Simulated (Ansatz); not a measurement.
## PtS₂ (P-3m1) under strain

PtS₂ (started from an entry of an open crystallographic database), relaxed with r2SCAN+rVV10 in Ansatz. The symmetry is P-3m1 (No. 164, trigonal); a = 3.553 Å, c = 5.123 Å in the conventional setting, 18.66 Å³ an atom. Pt has 6 S at 2.39 Å; S has 3 Pt at 2.39 Å.

The axes x, y and z are those of this cell:
```
CELL_PARAMETERS angstrom
3.55262 0.00000 0.00000
-1.77631 3.07666 0.00000
0.00000 0.00000 5.12283
ATOMIC_POSITIONS crystal
Pt 0.00000 0.00000 0.00000
S 0.33333 0.66667 0.23925
S 0.66667 0.33333 0.76075
```

Unstrained: With PBE the valence top lies at k = (0, 0.169, 0.188) and the conduction bottom at k = (0, 0.281, 0.299), 0.615 eV higher; the smallest vertical gap, at k = (0, 0.281, 0.299), is 0.915 eV. The r2SCAN gap is indirect, 0.790 eV (k = (0, 0.169, 0.188) to k = (0, 0.281, 0.299)), below the direct gap of 1.106 eV at k = (0, 0.281, 0.299). With HSE06 the valence top lies at Γ and the conduction bottom at k = (0, 0.281, 0.299), 1.211 eV higher; the smallest vertical gap, at k = (0, 0.281, 0.299), is 1.680 eV. Meshes: PBE 12×12×6, r2SCAN 12×12×6, HSE06 6×6×4. Strains are changes of length per length. After each strain the atoms were relaxed again with r2SCAN+rVV10 within the symmetry that the strain leaves, so tilts or polar shifts that break it weren't tested; points keep the names that they have in the unstrained zone. Spin-unpolarised throughout; all numbers are computed.

Changes of the least gap in eV (an overlap counts as a negative gap):

| strain | volume change (%) | space group | PBE | r2SCAN | HSE06 |
| --- | --- | --- | --- | --- | --- |
| isotropic -5.29 % on every length | -15.0 | P-3m1 | -0.380 | -0.404 | -0.456 |
| uniaxial +3.89 % along x | +3.9 | C2/m | -0.185 | -0.204 | -0.136 |

Isotropic -5.29 % on every length. HSE06: the gap goes from 1.211 to 0.755 eV (-0.456 eV); the edges go from Γ → (0, 0.281, 0.299) to Γ → (0, 0.289, 0.299); with r2SCAN the top three valence levels at Γ, grouped 1+2 from the top over 1082 meV, become 1+2 over 1363 meV. Stress change with PBE, compression positive: xx +21.93, yy +21.93, zz +8.24 GPa.

Uniaxial +3.89 % along x, other directions held. HSE06: the gap goes from 1.211 to 1.075 eV (-0.136 eV); the edges go from Γ → (0, 0.281, 0.299) to (0, 0.172, 0.180) → (0.289, -0.281, 0.292); with r2SCAN the top three valence levels at Γ, grouped 1+2 from the top over 1082 meV, become 1+1+1 over 1259 meV. Stress change with PBE, compression positive: xx -7.55, yy -2.36, zz -0.99, yz +0.46 GPa.

No spin-orbit coupling is included; it can move band edges with weight on the heavy atoms by tenths of an eV.

Where an edge lies off the special points, it is a point of the mesh or the k point where a search put PBE's edge or least direct gap, reused for the other functionals, whose own edges may lie a little apart.

Coordinates of k points refer to the reciprocal vectors of the primitive cell of the runs.

The meshes of the hybrids are coarse, so their gaps aren't converged to the digits shown.

The splittings at Γ are without spin-orbit coupling, which regroups them where it is of like size or larger.
